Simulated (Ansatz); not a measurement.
# The 5-layer graphene (ABC) between two gates, part 2 of 3

Wanted: Fermi level and gate voltage of the 5-layer graphene (ABC) as it is charged.

Ansatz 0.2.0; plane-wave DFT, PBE-D3(BJ), Ansatz PAW.

So far. Step 2 (Relaxation): The lattice constant a goes from 2.467 to 2.465 Å.

### 3. Gated layer, added electrons 0, start network

The slab is cut off from its images along the normal. A charged sheet stands for each gate, the layer takes the opposite charge, and a barrier ahead of the sheet keeps electrons from leaking to it. The uncharged case sets the zero; a dense mesh is needed because few carriers fill a small part of the zone.

The cell differs from the one that the last finished run ended in (c 57.800 → 56.911 Å).

input.yaml reads:

```yaml
crystal:
  lattice:
    - [2.4650827791, 0.0, 0.0]
    - [-1.2325413895, 2.1348243091, 0.0]
    - [0.0, 0.0, 56.9112811629]
  atoms:
    - { symbol: C, position: [0.6666666667, 0.3333333333, 0.3813045769] }
    - { symbol: C, position: [0.3333333333, 0.6666666667, 0.3812952293] }
    - { symbol: C, position: [0.0, 0.0, 0.4407929617] }
    - { symbol: C, position: [0.6666666667, 0.3333333333, 0.440773432] }
    - { symbol: C, position: [0.3333333333, 0.6666666667, 0.50001007] }
    - { symbol: C, position: [0.0, 0.0, 0.49998993] }
    - { symbol: C, position: [0.6666666667, 0.3333333333, 0.559226568] }
    - { symbol: C, position: [0.3333333333, 0.6666666667, 0.5592070383] }
    - { symbol: C, position: [0.0, 0.0, 0.6187047707] }
    - { symbol: C, position: [0.6666666667, 0.3333333333, 0.6186954231] }
  periodic: [true, true, false]
  symmetry: { detect: true }
kpoints:
  mp_grid: { grid: [84, 84, 1] }
  band_path:
    path: [[0, 0, 0], [0.5, 0, 0], [0.33333333, 0.33333333, 0], [0, 0, 0]]
    npoints: 16
hamiltonian:
  xc: pbe
  dispersion: d3bj
scf:
  occupations: { method: fermi_dirac, width: 0.05 }
  convergence: { dr2_threshold: 1.0e-10 }
output:
  forces: true
  eigenvalues: true
  dos: { projected: true, e_range: [-3, 3], de: 0.01 }
  write_potential: true
  write_density: true
  volumetric_format: npy
  elf: true
external_charges:
  - { charge: 0, barrier: 10, axis: 3, height: 38.711, sigma: 0.25 }
  - { charge: 0, barrier: 10, axis: 3, height: 18.2, sigma: 0.25 }
```

Launch:

```bash
$ ansatz run input.yaml --threads 8 --pin off --max-ram 12288MiB --backend cpu --events-out ev --progress --plain --runs-dir out
```

Numbers of over 12 decimals in the logs are rounded to 6 here.

Output:

```text
[...]
Crystal: 10 atoms, lattice volume = 299.497 Å³
Basis set: ecut = 420 eV, 5645 PW (Γ), exchange–correlation on 36×36×768 points (8 copies of the dense FFT grid, shifted against one another)
Bands: 30, of which v1, the nominal top of the filled ones, is band 20 counted from 1 (19 counted from 0)
Symmetry: 6 space group operations
k-points: 631 of 7056 (time reversal used)
[...]
SCF iter   1: F=—  HF=-2510.728919 eV  |F-HF|=—  |Δ(HF+E_count)|=         —  Δρ=1.62e-3  dr2=8.17e-3  ethr=1.77e-3  ⟨swp⟩=21.6  Hψ=202368  notcnv=0  defer=416
[...]
SCF iter   9: F=-2510.728741 eV  HF=-2510.728741 eV  |F-HF|=2.75e-10  |Δ(HF+E_count)|=  7.03e-10  Δρ=1.41e-7  dr2=4.40e-11  ethr=1.00e-12  ⟨swp⟩=47.5  Hψ=258082  notcnv=0
the search or the solves at the SCF's close seem to have found levels that the self-consistency loop had missed (the run counts 5). By its estimate they hold under 1e-12 electrons; where the run keeps them, the occupations were computed again with them
SCF 1 converged in 9 iterations: F = -2510.728741 eV  dr2 = 4.40e-11
[...]
NSCF: frozen V_eff on 49 k-points
[...]
SCF converged after 9 iterations
Free energy (F): -2510.728741 eV
[...]
Internal energy: -2510.728182 eV  (E = F + TS)
E sigma→0 (E₀):  -2510.728462 eV
Entropy (-TS):   -0.000559 eV (-0.056 meV/atom)
Fermi energy:    -4.258210 eV
[...]
--- Forces (eV/Å), atoms and charges each counted from 1 ---
  atom   1  C     -0.00000000    -0.00000000    -0.00243211
  atom   2  C      0.00000000     0.00000000     0.00174184
  atom   3  C      0.00000000    -0.00000000    -0.00382805
  atom   4  C      0.00000000     0.00000000     0.00392958
  atom   5  C     -0.00000000    -0.00000000    -0.00370732
  atom   6  C      0.00000000     0.00000000     0.00370721
  atom   7  C     -0.00000000    -0.00000000    -0.00392962
  atom   8  C      0.00000000     0.00000000     0.00382798
  atom   9  C     -0.00000000    -0.00000000    -0.00174241
  atom  10  C      0.00000000     0.00000000     0.00243148
  external charge   1     0.00000000     0.00000000     0.00155626
  external charge   2     0.00000000     0.00000000    -0.00155472
  max |Σ_I F_I| component, the external charges' with the atoms': 1.16e-7 eV/Å
--- Band table (eV; the first three rows and the last of 631) ---
  k-point 0: bands = [... 16 lower, -7.2946, -7.2946, -7.2944, -7.2944, -0.2029, -0.0156, 0.8679, 2.1020, ... 6 higher]
  k-point 1: bands = [... 16 lower, -7.3086, -7.3083, -7.3020, -7.3017, -0.1986, -0.0113, 0.8720, 2.1059, ... 6 higher]
  k-point 2: bands = [... 16 lower, -7.3374, -7.3311, -7.3240, -7.3236, -0.1857, 0.0018, 0.8844, 2.1176, ... 6 higher]
  k-point 630: bands = [... 16 lower, -4.6157, -4.5969, -4.5890, -4.2671, -4.2671, -3.9623, -3.9623, -3.9587, ... 6 higher]
```

It took 3 min on 8 threads of Intel Xeon Platinum 8259CL at 2.50GHz (Skylake/Cascade Lake), shared host; peak memory 4.2 GiB.

Reading the cycles: dr2 is the Hartree energy of the density residual (eV), the measure of convergence; HF is the Harris–Foulkes estimate of the energy, which meets the free energy F at convergence.

This step gave:

```yaml
energy_at_zero_smearing: -2510.7285 eV
potential_beyond_the_upper_barrier_and_gate_less_the_barrier_from_the_fermi_level: 4.258 eV
```

Running mean over a fixed 2.5 Å (it still follows the layers) of the planar mean; beyond a gate it holds the 10 eV model barrier. Table of electron's electrostatic potential energy less the Fermi level by z:

| z (Å) | electron's electrostatic potential energy less the Fermi level (eV) |
| --- | --- |
| 5 | 14.3 |
| 6 | 14.3 |
| 7 | 14.3 |
| 8 | 14.3 |
| 9 | 14.3 |
| 10 | 14.3 |
| 11 | 14.3 |
| 12 | 14.3 |
| 13 | 14.3 |
| 14 | 14.3 |
| 15 | 14.3 |
| 16 | 14.3 |
| 17 | 13.7 |
| 18 | 10.1 |
| 19 | 6.04 |
| 20 | 2.35 |
| 21 | -7.62 |
| 22 | -8.58 |
| 23 | -2.33 |
| 24 | -4.76 |
| 25 | -8.71 |
| 26 | -6.37 |
| 27 | -0.827 |
| 28 | -8.40 |
| 29 | -8.21 |
| 30 | -0.265 |
| 31 | -7.05 |
| 32 | -8.68 |
| 33 | -3.75 |
| 34 | -3.33 |
| 35 | -8.65 |
| 36 | -7.18 |
| 37 | 2.85 |
| 38 | 6.40 |
| 39 | 10.4 |
| 40 | 13.9 |
| 41 | 14.3 |
| 42 | 14.3 |
| 43 | 14.3 |
| 44 | 14.3 |
| 45 | 14.3 |
| 46 | 14.3 |
| 47 | 14.3 |
| 48 | 14.3 |
| 49 | 14.3 |
| 50 | 14.3 |
| 51 | 14.3 |
| 52 | 14.3 |

The density of states has structure finer than the step of the table below, so its rows give means over 0.2 eV, whole bins alone (the curve runs from -3 to 1.99 eV). Peaks (eV: height): -2.59: 2.50, 1.38: 2.53, 1.56: 2.99, 1.77: 2.67, 1.90: 2.71.

The density of states by energy, zero at the Fermi level; means over each step:

energy (eV), density of states (states/eV a cell) and a bar:
```
     -2.8       2.01 #########################
     -2.6       2.25 ############################
     -2.4       2.23 ############################
     -2.2       2.20 ############################
     -2.0       1.81 #######################
     -1.8       1.36 #################
     -1.6       1.11 ##############
     -1.4       0.91 ###########
     -1.2       0.75 #########
     -1.0       0.60 #######
     -0.8       0.47 #####
     -0.6       0.35 ####
     -0.4       0.23 ##
     -0.2       0.10 
      0.0       0.06 
      0.2       0.09 
      0.4       0.24 ##
      0.6       0.37 ####
      0.8       0.52 ######
      1.0       0.72 #########
      1.2       1.03 #############
      1.4       1.84 #######################
      1.6       2.23 ############################
      1.8       2.38 ##############################
```

Projected DOS per atom over height of the atomic layer and energy from the Fermi level. Layers: C2 C2 C2 C2 C2 from below.

Ten even steps from '0' (0.004 states/eV) to '9' (0.241 states/eV), each cell a mean:
```
99999
98889
68886
34443
22222
11111
11111
00000
00000
00000
00000
11111
11111
22222
33333
44444
55555
67776
99899
98989
89998
77777
```
Columns: height of the atomic layer (Å) from 21.7 to 35.2; rows upwards: energy from the Fermi level (eV) from -2.98 to 1.97.

Electronic bands along the path, in eV, zero at the Fermi level:

| point | band 17 | band 18 | band 19 | band 20 | band 21 | band 22 | band 23 | band 24 |
| --- | --- | --- | --- | --- | --- | --- | --- | --- |
| Γ | -3.04 | -3.04 | -3.04 | -3.04 | 4.06 | 4.24 | 5.13 | 6.36 |
| halfway | -5.07 | -5.06 | -5.05 | -5.04 | 5.94 | 6.14 | 6.80 | 7.01 |
| M | -2.58 | -2.42 | -2.24 | -2.09 | 1.37 | 1.55 | 1.76 | 1.90 |
| halfway | -1.99 | -1.83 | -1.65 | -1.50 | 1.28 | 1.40 | 1.52 | 1.58 |
| K | -0.36 | -0.34 | -0.33 | -0.01 | -0.01 | 0.30 | 0.30 | 0.30 |
| halfway | -5.76 | -5.36 | -4.92 | -4.57 | 6.15 | 6.24 | 6.36 | 6.47 |
| Γ | -3.04 | -3.04 | -3.04 | -3.04 | 4.06 | 4.24 | 5.13 | 6.36 |

Valence density in the ca plane at fractional y = 0.333, with atoms of C within 0.2 Å of it. It is the smooth field of the valence electrons, not physical close to the nuclei.

Values in e/Å³, 5 rows by 16 columns, each cell a mean:
```
0.9 1.0 0.1 0.1 0.4 0.1 0.1 1.2 0.6 0.1 0.7 1.2 0.1 0.0 0.0 0.0
1.1 1.1 0.1 0.1 0.2 0.0 0.1 1.4 0.7 0.1 0.8 1.4 0.1 0.0 0.0 0.0
0.9 1.0 0.1 0.1 0.4 0.1 0.1 1.2 0.6 0.1 0.7 1.1 0.1 0.0 0.0 0.0
0.5 0.6 0.1 0.3 1.3 0.2 0.1 0.7 0.4 0.0 0.4 0.7 0.1 0.0 0.0 0.0
0.5 0.6 0.1 0.3 1.2 0.2 0.1 0.7 0.4 0.0 0.4 0.7 0.1 0.0 0.0 0.0
```
Columns run along c (16.0 Å, from fractional 0.43 to 0.71 of the cell), rows up along a (2.5 Å). Atoms in or near the plane, at fractional coordinates: C at (0.44, 0.67), C at (0.56, 0.67), C at (0.62, 0.67).

ELF in the ca plane at fractional y = 0.333, with atoms of C within 0.2 Å of it. It is the smooth field of the valence electrons, not physical close to the nuclei.

Values, 5 rows by 16 columns, each cell a mean:
```
0.65 0.66 0.15 0.15 0.31 0.10 0.26 0.66 0.59 0.09 0.62 0.67 0.30 0.01 0.00 0.00
0.46 0.44 0.18 0.03 0.05 0.02 0.30 0.34 0.52 0.12 0.51 0.36 0.36 0.02 0.00 0.00
0.65 0.66 0.14 0.17 0.35 0.12 0.26 0.68 0.59 0.09 0.61 0.67 0.29 0.01 0.00 0.00
0.55 0.56 0.09 0.51 0.84 0.36 0.16 0.61 0.46 0.05 0.49 0.60 0.18 0.01 0.00 0.00
0.55 0.57 0.09 0.51 0.84 0.36 0.16 0.62 0.46 0.06 0.50 0.61 0.19 0.01 0.00 0.00
```
Columns run along c (16.0 Å, from fractional 0.43 to 0.71 of the cell), rows up along a (2.5 Å). Atoms in or near the plane, at fractional coordinates: C at (0.44, 0.67), C at (0.56, 0.67), C at (0.62, 0.67).

Electrostatic potential energy in the ca plane at fractional y = 0.333, with atoms of C within 0.2 Å of it. With pseudopotentials it is smooth inside the atoms' cores, unlike the true potential.

Values in eV, 5 rows by 16 columns, each cell a mean:
```
-21 -23  -1  -2  -6  -2  -2 -31 -13  -1 -15 -29  -1   0   3  10
-36 -39  -1  -2  -4  -1  -2 -50 -24  -1 -27 -47  -2   0   3  10
-20 -22  -1  -2  -7  -2  -2 -29 -12  -1 -14 -27  -1   0   3  10
 -8  -9  -1  -4 -17  -2  -1 -12  -6  -1  -6 -11  -1   0   3  10
 -8  -9  -1  -4 -16  -2  -1 -11  -5  -1  -6 -11  -1   0   3  10
```
Columns run along c (16.0 Å, from fractional 0.43 to 0.71 of the cell; values clipped at the 3rd and 97th percentile), rows up along a (2.5 Å). Atoms in or near the plane, at fractional coordinates: C at (0.44, 0.67), C at (0.56, 0.67), C at (0.62, 0.67).

There is no gap.

### 4. Gated layer, added electrons -1×10¹³ per cm²

Edit input.yaml of step 3 so:

```diff
@@ -18,2 +18,3 @@
   symmetry: { detect: true }
+total_charge: 0.005262
 kpoints:
@@ -32,3 +33,2 @@
   eigenvalues: true
-  dos: { projected: true, e_range: [-3, 3], de: 0.01 }
   write_potential: true
@@ -36,5 +36,6 @@
   volumetric_format: npy
-  elf: true
 external_charges:
   - { charge: 0, barrier: 10, axis: 3, height: 38.711, sigma: 0.25 }
+  - { charge: -0.002631, axis: 3, height: 40.211, sigma: 0.5 }
   - { charge: 0, barrier: 10, axis: 3, height: 18.2, sigma: 0.25 }
+  - { charge: -0.002631, axis: 3, height: 16.7, sigma: 0.5 }
```

Output:

```text
[...]
Crystal: 10 atoms, lattice volume = 299.497 Å³
Basis set: ecut = 420 eV, 5645 PW (Γ), exchange–correlation on 36×36×768 points (8 copies of the dense FFT grid, shifted against one another)
Bands: 30, of which v1, the nominal top of the filled ones, is band 20 counted from 1 (19 counted from 0)
Symmetry: 6 space group operations
k-points: 631 of 7056 (time reversal used)
[...]
SCF iter   1: F=—  HF=-2515.912808 eV  |F-HF|=—  |Δ(HF+E_count)|=         —  Δρ=7.05e-2  dr2=1.31e1  ethr=3.10e-3  ⟨swp⟩=23.0  Hψ=203996  notcnv=0  defer=60
[...]
SCF iter  11: F=-2510.705216 eV  HF=-2510.705216 eV  |F-HF|=2.34e-10  |Δ(HF+E_count)|=  2.48e-10  Δρ=1.27e-7  dr2=2.46e-11  ethr=1.00e-12  ⟨swp⟩=55.8  Hψ=294116  notcnv=0
[...]
SCF 1 converged in 11 iterations: F = -2510.705216 eV  dr2 = 2.46e-11
[...]
SCF converged after 11 iterations
Free energy (F): -2510.705216 eV
[...]
Internal energy: -2510.704640 eV  (E = F + TS)
E sigma→0 (E₀):  -2510.704928 eV
Entropy (-TS):   -0.000576 eV (-0.058 meV/atom)
Fermi energy:    -4.710604 eV
[...]
--- Forces (eV/Å), atoms and charges each counted from 1 ---
  atom   1  C      0.00000000    -0.00000000    -0.00275139
  atom   2  C      0.00000000     0.00000000     0.00183888
  atom   3  C     -0.00000000    -0.00000000    -0.00340385
  atom   4  C      0.00000000     0.00000000     0.00359546
  atom   5  C     -0.00000000    -0.00000000    -0.00338548
  atom   6  C     -0.00000000     0.00000000     0.00338605
  atom   7  C     -0.00000000    -0.00000000    -0.00359574
  atom   8  C      0.00000000     0.00000000     0.00340358
  atom   9  C     -0.00000000    -0.00000000    -0.00183935
  atom  10  C      0.00000000     0.00000000     0.00275090
  external charge   1     0.00000000     0.00000000     0.00148861
  external charge   2     0.00000000     0.00000000    -0.00011923
  external charge   3     0.00000000     0.00000000    -0.00148712
  external charge   4     0.00000000     0.00000000     0.00011923
  max |Σ_I F_I| component, the external charges' with the atoms': 5.44e-7 eV/Å
--- Band table (eV; the first three rows and the last of 631) ---
  k-point 0: bands = [... 16 lower, -7.6539, -7.6539, -7.6539, -7.6539, -0.5267, -0.3046, 0.5338, 1.7591, ... 6 higher]
  k-point 1: bands = [... 16 lower, -7.6679, -7.6679, -7.6613, -7.6613, -0.5224, -0.3002, 0.5379, 1.7630, ... 6 higher]
  k-point 2: bands = [... 16 lower, -7.7097, -7.7097, -7.6834, -7.6834, -0.5096, -0.2872, 0.5503, 1.7747, ... 6 higher]
  k-point 630: bands = [... 16 lower, -5.0119, -4.9719, -4.9635, -4.6229, -4.6229, -4.3583, -4.3583, -4.3300, ... 6 higher]
```

The job ended after 3.3 min (8 threads; peak memory 4.1 GiB; 26 min of CPU time).

Numbers from this step:

- energy at zero smearing: -2510.7049 eV
- potential beyond the upper barrier and gate, less the barrier, from the Fermi level: 4.711 eV

The electronic bands at the labelled points (eV, zero at the Fermi level):

| point | band 17 | band 18 | band 19 | band 20 | band 21 | band 22 | band 23 | band 24 |
| --- | --- | --- | --- | --- | --- | --- | --- | --- |
| Γ | -2.94 | -2.94 | -2.94 | -2.94 | 4.18 | 4.41 | 5.24 | 6.47 |
| halfway | -5.01 | -5.00 | -4.96 | -4.96 | 6.05 | 6.30 | 6.89 | 7.08 |
| M | -2.51 | -2.34 | -2.16 | -2.03 | 1.43 | 1.64 | 1.84 | 1.98 |
| halfway | -1.91 | -1.75 | -1.57 | -1.43 | 1.35 | 1.49 | 1.60 | 1.64 |
| K | -0.30 | -0.26 | -0.25 | 0.09 | 0.09 | 0.35 | 0.35 | 0.38 |
| halfway | -5.69 | -5.27 | -4.84 | -4.50 | 6.21 | 6.31 | 6.44 | 6.55 |
| Γ | -2.94 | -2.94 | -2.94 | -2.94 | 4.18 | 4.41 | 5.24 | 6.47 |

Against the uncharged case this takes -0.45 V.

### 5. Gated layer, added electrons -2×10¹³ per cm²

Edit input.yaml of step 4 so:

```diff
@@ -18,3 +18,3 @@
   symmetry: { detect: true }
-total_charge: 0.005262
+total_charge: 0.010526
 kpoints:
@@ -38,4 +38,4 @@
   - { charge: 0, barrier: 10, axis: 3, height: 38.711, sigma: 0.25 }
-  - { charge: -0.002631, axis: 3, height: 40.211, sigma: 0.5 }
+  - { charge: -0.005263, axis: 3, height: 40.211, sigma: 0.5 }
   - { charge: 0, barrier: 10, axis: 3, height: 18.2, sigma: 0.25 }
-  - { charge: -0.002631, axis: 3, height: 16.7, sigma: 0.5 }
+  - { charge: -0.005263, axis: 3, height: 16.7, sigma: 0.5 }
```

Output:

```text
[...]
Crystal: 10 atoms, lattice volume = 299.497 Å³
Basis set: ecut = 420 eV, 5645 PW (Γ), exchange–correlation on 36×36×768 points (8 copies of the dense FFT grid, shifted against one another)
Bands: 30, of which v1, the nominal top of the filled ones, is band 20 counted from 1 (19 counted from 0)
Symmetry: 6 space group operations
k-points: 631 of 7056 (time reversal used)
[...]
--- Band table (eV; the first three rows and the last of 631) ---
  k-point 0: bands = [... 16 lower, -8.0129, -8.0129, -8.0129, -8.0129, -0.8612, -0.5985, 0.2016, 1.4149, ... 6 higher]
  k-point 1: bands = [... 16 lower, -8.0269, -8.0269, -8.0203, -8.0203, -0.8569, -0.5942, 0.2058, 1.4188, ... 6 higher]
  k-point 2: bands = [... 16 lower, -8.0687, -8.0687, -8.0424, -8.0424, -0.8442, -0.5812, 0.2182, 1.4305, ... 6 higher]
  k-point 630: bands = [... 16 lower, -5.4148, -5.3516, -5.3427, -4.9792, -4.9792, -4.7608, -4.7608, -4.7031, ... 6 higher]
[key lines of the parts left out:]
SCF converged after 11 iterations
Free energy (F): -2510.679418 eV
Fermi energy:    -5.166603 eV
```

The job ended after 3.2 min (8 threads; peak memory 4.1 GiB; 25 min of CPU time).

Electronic bands along the path, in eV, zero at the Fermi level:

| point | band 17 | band 18 | band 19 | band 20 | band 21 | band 22 | band 23 | band 24 |
| --- | --- | --- | --- | --- | --- | --- | --- | --- |
| Γ | -2.85 | -2.85 | -2.85 | -2.85 | 4.31 | 4.57 | 5.37 | 6.58 |
| halfway | -4.95 | -4.94 | -4.86 | -4.86 | 6.16 | 6.45 | 6.99 | 7.16 |
| M | -2.44 | -2.26 | -2.07 | -1.96 | 1.50 | 1.72 | 1.93 | 2.06 |
| halfway | -1.84 | -1.66 | -1.48 | -1.37 | 1.41 | 1.56 | 1.68 | 1.72 |
| K | -0.25 | -0.18 | -0.18 | 0.19 | 0.19 | 0.41 | 0.41 | 0.46 |
| halfway | -5.61 | -5.19 | -4.76 | -4.44 | 6.26 | 6.39 | 6.52 | 6.64 |
| Γ | -2.85 | -2.85 | -2.85 | -2.85 | 4.31 | 4.57 | 5.37 | 6.58 |

Against the uncharged case this takes -0.91 V.

### 6. Gated layer, added electrons -4×10¹³ per cm²

Edit input.yaml of step 5 so:

```diff
@@ -18,3 +18,3 @@
   symmetry: { detect: true }
-total_charge: 0.010526
+total_charge: 0.02105
 kpoints:
@@ -38,4 +38,4 @@
   - { charge: 0, barrier: 10, axis: 3, height: 38.711, sigma: 0.25 }
-  - { charge: -0.005263, axis: 3, height: 40.211, sigma: 0.5 }
+  - { charge: -0.010525, axis: 3, height: 40.211, sigma: 0.5 }
   - { charge: 0, barrier: 10, axis: 3, height: 18.2, sigma: 0.25 }
-  - { charge: -0.005263, axis: 3, height: 16.7, sigma: 0.5 }
+  - { charge: -0.010525, axis: 3, height: 16.7, sigma: 0.5 }
```

Output:

```text
[...]
Crystal: 10 atoms, lattice volume = 299.497 Å³
Basis set: ecut = 420 eV, 5645 PW (Γ), exchange–correlation on 36×36×768 points (8 copies of the dense FFT grid, shifted against one another)
Bands: 30, of which v1, the nominal top of the filled ones, is band 20 counted from 1 (19 counted from 0)
Symmetry: 6 space group operations
k-points: 631 of 7056 (time reversal used)
[...]
--- Band table (eV; the first three rows and the last of 631) ---
  k-point 0: bands = [... 16 lower, -8.7316, -8.7316, -8.7315, -8.7315, -1.5493, -1.1974, -0.4427, 0.7375, ... 6 higher]
  k-point 1: bands = [... 16 lower, -8.7456, -8.7456, -8.7390, -8.7390, -1.5451, -1.1931, -0.4386, 0.7414, ... 6 higher]
  k-point 2: bands = [... 16 lower, -8.7874, -8.7874, -8.7611, -8.7611, -1.5325, -1.1803, -0.4261, 0.7531, ... 6 higher]
  k-point 630: bands = [... 16 lower, -6.2119, -6.1104, -6.1006, -5.6919, -5.6919, -5.5567, -5.5567, -5.4435, ... 6 higher]
[key lines of the parts left out:]
SCF converged after 11 iterations
Free energy (F): -2510.621292 eV
Fermi energy:    -6.020595 eV
```

Wall time 3.3 min (8 threads); peak memory 4.1 GiB; 26 min of CPU time.

Against the uncharged case this takes -1.76 V.

### 7. Gated layer, added electrons -7×10¹³ per cm²

Edit input.yaml of step 6 so:

```diff
@@ -18,3 +18,3 @@
   symmetry: { detect: true }
-total_charge: 0.02105
+total_charge: 0.036838
 kpoints:
@@ -38,4 +38,4 @@
   - { charge: 0, barrier: 10, axis: 3, height: 38.711, sigma: 0.25 }
-  - { charge: -0.010525, axis: 3, height: 40.211, sigma: 0.5 }
+  - { charge: -0.018419, axis: 3, height: 40.211, sigma: 0.5 }
   - { charge: 0, barrier: 10, axis: 3, height: 18.2, sigma: 0.25 }
-  - { charge: -0.010525, axis: 3, height: 16.7, sigma: 0.5 }
+  - { charge: -0.018419, axis: 3, height: 16.7, sigma: 0.5 }
```

Output:

```text
[...]
Crystal: 10 atoms, lattice volume = 299.497 Å³
Basis set: ecut = 420 eV, 5645 PW (Γ), exchange–correlation on 36×36×768 points (8 copies of the dense FFT grid, shifted against one another)
Bands: 30, of which v1, the nominal top of the filled ones, is band 20 counted from 1 (19 counted from 0)
Symmetry: 6 space group operations
k-points: 631 of 7056 (time reversal used)
[...]
--- Band table (eV; the first three rows and the last of 631) ---
  k-point 0: bands = [... 16 lower, -9.8126, -9.8126, -9.8126, -9.8126, -2.6113, -2.1227, -1.3744, -0.2500, ... 6 higher]
  k-point 1: bands = [... 16 lower, -9.8267, -9.8266, -9.8201, -9.8200, -2.6072, -2.1185, -1.3702, -0.2461, ... 6 higher]
  k-point 2: bands = [... 16 lower, -9.8684, -9.8684, -9.8422, -9.8421, -2.5948, -2.1058, -1.3577, -0.2344, ... 6 higher]
  k-point 630: bands = [... 16 lower, -7.3816, -7.2416, -7.2309, -6.7634, -6.7634, -6.7243, -6.7243, -6.5426, ... 6 higher]
[key lines of the parts left out:]
SCF converged after 11 iterations
Free energy (F): -2510.518877 eV
Fermi energy:    -7.227306 eV
```

It took 3.4 min on 8 threads; peak memory 4.1 GiB; 27 min of CPU time.

Against the uncharged case this takes -2.97 V.

(Continued in part 3 of 3.)

[Logs are printed without paths, hosts, clocks, repeated set-up lines and the standing remarks that a program may print on its own settings, such as how far it seeks lower states.]

[Hosts, paths, dates, database ids (printed as entryN), source tags and the programs' standing remarks are cut or masked in the printed files.]

[Maps of the electrostatic potential energy from Ansatz leave out the sawtooth potential of an applied field or a dipole correction, so their vacuum need not be flat; planar profiles and work functions include it.]
